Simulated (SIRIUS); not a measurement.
Set up this calculation in SIRIUS 7.12.0, as the native input.

```
Task                                        : band structure
Functional                                  : PBE
Potentials or basis                         : all-electron FP-LAPW (no relativity for the valence, core without relativity)
Cutoff                                      : 294 eV
Basis                                       : apw+lo standard
k mesh                                      : 11 × 11 × 11
Occupations                                 : fermi-dirac, width 0.05 eV
Spin                                        : collinear spin, ferromagnetic start
Starting moments                            : [1.0, 0.0] μB
Muffin tin radii                            : Ni 2.32, O 1.55 bohr
Basis cutoff (gk_cutoff)                    : 4.65 1/bohr
Cutoff of density and potential (pw_cutoff) : 24 1/bohr
lmax of the basis                           : 12
lmax of density and potential               : 8
Valence relativity                          : none
Core states                                 : Ni 1s2s2p, O 1s
Local orbitals (radial functions)           : Ni 13, O 10
Reference energy of the basis               : 0.26 Ha
Smallest sphere radius times basis cutoff   : 7.21
Core relativity                             : none
Start of the SCF                            : LDA density
```

NiO:

```
CELL_PARAMETERS angstrom
0.00000 2.08590 2.08590
2.08590 0.00000 2.08590
2.08590 2.08590 0.00000
ATOMIC_POSITIONS crystal
Ni 0.00000 0.00000 0.00000
O 0.50000 0.50000 0.50000
```

The input as run:

sirius.json

```json
{
  "control": {
    "processing_unit": "cpu",
    "std_evp_solver_name": "lapack",
    "gen_evp_solver_name": "lapack",
    "verbosity": 2,
    "print_forces": true,
    "ortho_rf": true,
    "use_second_variation": true,
    "rmt_max": 3.0,
    "num_bands_to_print": 23,
    "save_wf": true
  },
  "parameters": {
    "electronic_structure_method": "full_potential_lapwlo",
    "xc_functionals": ["XC_GGA_X_PBE", "XC_GGA_C_PBE"],
    "core_relativity": "none",
    "valence_relativity": "none",
    "num_fv_states": 23,
    "smearing": "fermi_dirac",
    "smearing_width": 0.0018374661,
    "pw_cutoff": 24,
    "gk_cutoff": 4.65,
    "lmax_apw": 12,
    "lmax_rho": 8,
    "lmax_pot": 8,
    "num_mag_dims": 1,
    "auto_rmt": 0,
    "ngridk": [11, 11, 11],
    "shiftk": [0, 0, 0],
    "num_dft_iter": 80,
    "energy_tol": 1e-07,
    "density_tol": 1e-05,
    "use_symmetry": true
  },
  "settings": {"tol_ne": 1e-10},
  "iterative_solver": {"type": "exact"},
  "mixer": {"type": "anderson", "beta": 0.4, "max_history": 8},
  "unit_cell": {
    "lattice_vectors": [[0.0, 3.9417828252, 3.9417828252], [3.9417828252, 0.0, 3.9417828252], [3.9417828252, 3.9417828252, 0.0]],
    "atom_types": ["Ni", "O"],
    "atom_files": {"Ni": "Ni.json", "O": "O.json"},
    "atoms": {"Ni": [[0.0, 0.0, 0.0, 0.0, 0.0, 1.0]], "O": [[0.5, 0.5, 0.5, 0.0, 0.0, 0.0]]}
  }
}
```

Ni.json

```json
{
  "name": "nickel",
  "symbol": "Ni",
  "number": 28,
  "mass": 58.6934,
  "rmin": 1e-06,
  "rmt": 2.32,
  "nrmt": 800,
  "rinf": 14.89,
  "core": "1s2s2p",
  "valence": [
    {"basis": [{"enu": 0.06, "dme": 0, "n": 0, "auto": 0}, {"enu": 0.06, "dme": 1, "n": 0, "auto": 0}]},
    {"l": 0, "n": 1, "basis": [{"enu": 0.16, "dme": 0, "n": 0, "auto": 0}]},
    {"l": 1, "n": 2, "basis": [{"enu": 0.16, "dme": 0, "n": 0, "auto": 0}]},
    {"l": 2, "n": 3, "basis": [{"enu": 0.1491, "dme": 0, "n": 0, "auto": 0}]},
    {"l": 3, "n": 4, "basis": [{"enu": 0.16, "dme": 0, "n": 0, "auto": 0}]}
  ],
  "lo": [
    {"l": 0, "basis": [{"enu": 0.16, "dme": 0, "n": 0, "auto": 0}, {"enu": 0.16, "dme": 1, "n": 0, "auto": 0}]},
    {
      "l": 0,
      "basis": [{"enu": -3.6766, "dme": 0, "n": 3, "auto": 1}, {"enu": -3.6766, "dme": 1, "n": 3, "auto": 1}]
    },
    {
      "l": 0,
      "basis": [{"enu": -3.6766, "dme": 1, "n": 3, "auto": 1}, {"enu": 0.16, "dme": 0, "n": 0, "auto": 0}]
    },
    {"l": 0, "basis": [{"enu": 0.16, "dme": 0, "n": 0, "auto": 0}, {"enu": 3.1327, "dme": 0, "n": 0, "auto": 0}]},
    {"l": 1, "basis": [{"enu": 0.16, "dme": 0, "n": 0, "auto": 0}, {"enu": 0.16, "dme": 1, "n": 0, "auto": 0}]},
    {
      "l": 1,
      "basis": [{"enu": -2.2409, "dme": 0, "n": 3, "auto": 1}, {"enu": -2.2409, "dme": 1, "n": 3, "auto": 1}]
    },
    {
      "l": 1,
      "basis": [{"enu": -2.2409, "dme": 1, "n": 3, "auto": 1}, {"enu": 0.16, "dme": 0, "n": 0, "auto": 0}]
    },
    {"l": 1, "basis": [{"enu": 0.16, "dme": 0, "n": 0, "auto": 0}, {"enu": 3.5785, "dme": 0, "n": 0, "auto": 0}]},
    {
      "l": 2,
      "basis": [{"enu": 0.1491, "dme": 0, "n": 0, "auto": 0}, {"enu": 0.1491, "dme": 1, "n": 0, "auto": 0}]
    },
    {
      "l": 2,
      "basis": [{"enu": 0.1491, "dme": 1, "n": 0, "auto": 0}, {"enu": 0.1491, "dme": 2, "n": 0, "auto": 0}]
    },
    {
      "l": 2,
      "basis": [{"enu": 0.1491, "dme": 0, "n": 0, "auto": 0}, {"enu": 3.0474, "dme": 0, "n": 0, "auto": 0}]
    },
    {"l": 3, "basis": [{"enu": 0.16, "dme": 0, "n": 0, "auto": 0}, {"enu": 0.16, "dme": 1, "n": 0, "auto": 0}]},
    {"l": 3, "basis": [{"enu": 0.16, "dme": 0, "n": 0, "auto": 0}, {"enu": 3.3928, "dme": 0, "n": 0, "auto": 0}]}
  ],
  "free_atom": [... radial grid and density of the free atom, the start of the SCF ...]
}
```

O.json

```json
{
  "name": "oxygen",
  "symbol": "O",
  "number": 8,
  "mass": 15.9994,
  "rmin": 1e-06,
  "rmt": 1.55,
  "nrmt": 800,
  "rinf": 11.55,
  "core": "1s",
  "valence": [
    {"basis": [{"enu": 0.06, "dme": 0, "n": 0, "auto": 0}, {"enu": 0.06, "dme": 1, "n": 0, "auto": 0}]},
    {"l": 0, "n": 1, "basis": [{"enu": -0.0571, "dme": 0, "n": 0, "auto": 0}]},
    {"l": 1, "n": 2, "basis": [{"enu": 0.16, "dme": 0, "n": 0, "auto": 0}]},
    {"l": 2, "n": 3, "basis": [{"enu": 0.16, "dme": 0, "n": 0, "auto": 0}]},
    {"l": 3, "n": 4, "basis": [{"enu": 0.16, "dme": 0, "n": 0, "auto": 0}]}
  ],
  "lo": [
    {
      "l": 0,
      "basis": [{"enu": -0.0571, "dme": 0, "n": 0, "auto": 0}, {"enu": -0.0571, "dme": 1, "n": 0, "auto": 0}]
    },
    {
      "l": 0,
      "basis": [{"enu": -0.0571, "dme": 1, "n": 0, "auto": 0}, {"enu": -0.0571, "dme": 2, "n": 0, "auto": 0}]
    },
    {
      "l": 0,
      "basis": [{"enu": -0.0571, "dme": 0, "n": 0, "auto": 0}, {"enu": 4.9376, "dme": 0, "n": 0, "auto": 0}]
    },
    {"l": 1, "basis": [{"enu": 0.16, "dme": 0, "n": 0, "auto": 0}, {"enu": 0.16, "dme": 1, "n": 0, "auto": 0}]},
    {"l": 1, "basis": [{"enu": 0.16, "dme": 1, "n": 0, "auto": 0}, {"enu": 0.16, "dme": 2, "n": 0, "auto": 0}]},
    {"l": 1, "basis": [{"enu": 0.16, "dme": 0, "n": 0, "auto": 0}, {"enu": 5.904, "dme": 0, "n": 0, "auto": 0}]},
    {"l": 2, "basis": [{"enu": 0.16, "dme": 0, "n": 0, "auto": 0}, {"enu": 0.16, "dme": 1, "n": 0, "auto": 0}]},
    {"l": 2, "basis": [{"enu": 0.16, "dme": 1, "n": 0, "auto": 0}, {"enu": 0.16, "dme": 2, "n": 0, "auto": 0}]},
    {"l": 2, "basis": [{"enu": 0.16, "dme": 0, "n": 0, "auto": 0}, {"enu": 6.6532, "dme": 0, "n": 0, "auto": 0}]},
    {"l": 3, "basis": [{"enu": 0.16, "dme": 0, "n": 0, "auto": 0}, {"enu": 0.16, "dme": 1, "n": 0, "auto": 0}]}
  ],
  "free_atom": [... radial grid and density of the free atom, the start of the SCF ...]
}
```

sirius_start.json

```json
{
  "control": {
    "processing_unit": "cpu",
    "std_evp_solver_name": "lapack",
    "gen_evp_solver_name": "lapack",
    "verbosity": 1,
    "print_forces": false,
    "ortho_rf": true,
    "use_second_variation": true,
    "rmt_max": 3.0,
    "num_bands_to_print": 23,
    "save_wf": false
  },
  "parameters": {
    "electronic_structure_method": "full_potential_lapwlo",
    "xc_functionals": ["XC_LDA_X", "XC_LDA_C_PW"],
    "core_relativity": "none",
    "valence_relativity": "none",
    "num_fv_states": 23,
    "smearing": "fermi_dirac",
    "smearing_width": 0.0055123983,
    "pw_cutoff": 24,
    "gk_cutoff": 3.72,
    "lmax_apw": 12,
    "lmax_rho": 8,
    "lmax_pot": 8,
    "num_mag_dims": 1,
    "auto_rmt": 0,
    "ngridk": [4, 4, 4],
    "shiftk": [0, 0, 0],
    "num_dft_iter": 30,
    "energy_tol": 0.01,
    "density_tol": 0.05,
    "use_symmetry": true
  },
  "settings": {"tol_ne": 1e-10},
  "iterative_solver": {"type": "exact"},
  "mixer": {"type": "anderson", "beta": 0.4, "max_history": 8},
  "unit_cell": {
    "lattice_vectors": [[0.0, 3.9417828252, 3.9417828252], [3.9417828252, 0.0, 3.9417828252], [3.9417828252, 3.9417828252, 0.0]],
    "atom_types": ["Ni", "O"],
    "atom_files": {"Ni": "Ni.json", "O": "O.json"},
    "atoms": {"Ni": [[0.0, 0.0, 0.0, 0.0, 0.0, 1.0]], "O": [[0.5, 0.5, 0.5, 0.0, 0.0, 0.0]]}
  }
}
```

sirius_bands.json

```json
{
  "control": {
    "processing_unit": "cpu",
    "std_evp_solver_name": "lapack",
    "gen_evp_solver_name": "lapack",
    "verbosity": 2,
    "print_forces": true,
    "ortho_rf": true,
    "use_second_variation": true,
    "rmt_max": 3.0,
    "num_bands_to_print": 23,
    "save_wf": true
  },
  "parameters": {
    "electronic_structure_method": "full_potential_lapwlo",
    "xc_functionals": ["XC_GGA_X_PBE", "XC_GGA_C_PBE"],
    "core_relativity": "none",
    "valence_relativity": "none",
    "num_fv_states": 23,
    "smearing": "fermi_dirac",
    "smearing_width": 0.0018374661,
    "pw_cutoff": 24,
    "gk_cutoff": 4.65,
    "lmax_apw": 12,
    "lmax_rho": 8,
    "lmax_pot": 8,
    "num_mag_dims": 1,
    "auto_rmt": 0,
    "ngridk": [11, 11, 11],
    "shiftk": [0, 0, 0],
    "num_dft_iter": 80,
    "energy_tol": 1e-07,
    "density_tol": 1e-05,
    "use_symmetry": true
  },
  "settings": {"tol_ne": 1e-10},
  "iterative_solver": {"type": "exact"},
  "mixer": {"type": "anderson", "beta": 0.4, "max_history": 8},
  "unit_cell": {
    "lattice_vectors": [[0.0, 3.9417828252, 3.9417828252], [3.9417828252, 0.0, 3.9417828252], [3.9417828252, 3.9417828252, 0.0]],
    "atom_types": ["Ni", "O"],
    "atom_files": {"Ni": "Ni.json", "O": "O.json"},
    "atoms": {"Ni": [[0.0, 0.0, 0.0, 0.0, 0.0, 1.0]], "O": [[0.5, 0.5, 0.5, 0.0, 0.0, 0.0]]}
  },
  "kpoints_rel": {
    "G": [0.0, 0.0, 0.0],
    "K": [0.375, 0.375, 0.75],
    "L": [0.5, 0.5, 0.5],
    "U": [0.625, 0.25, 0.625],
    "W": [0.5, 0.25, 0.75],
    "X": [0.5, 0.0, 0.5]
  },
  "kpoints_path": ["G", "X", "W", "K", "G", "L", "U", "W", "L", "K"]
}
```

Potentials or basis: all-electron FP-LAPW (no relativity for the valence, core without relativity), apw+lo standard.

Command:

```bash
$ OMP_NUM_THREADS=1 sirius.scf --input=sirius_start.json --output=start.json
$ OMP_NUM_THREADS=1 sirius.scf --input=sirius.json --output=output.json --task=1
$ OMP_NUM_THREADS=1 sirius.scf --input=sirius_bands.json --output=bands_out.json --task=2
```

It gave:

```json
{
  "Band gap along the path": "none (metal or under the smearing width)",
  "Net moment": "1.61 μB per cell",
  "Site moments": "Ni +1.35; O +0.24 μB",
  "All electrons inside the program's atomic spheres": "Ni 26.98; O 6.98 (radii Ni 2.32, O 1.55 bohr)"
}
```

Caveat: relativity is left out for the core states; a cell with one magnetic atom can't hold antiferromagnetic order, which such compounds often take; semilocal functionals often make such compounds metallic where correlation or magnetic order opens a gap, which also shifts bond lengths.

It took 2.8 min on 1 thread of Arm Neoverse V1 (shared host), peak memory 0.82 GiB.
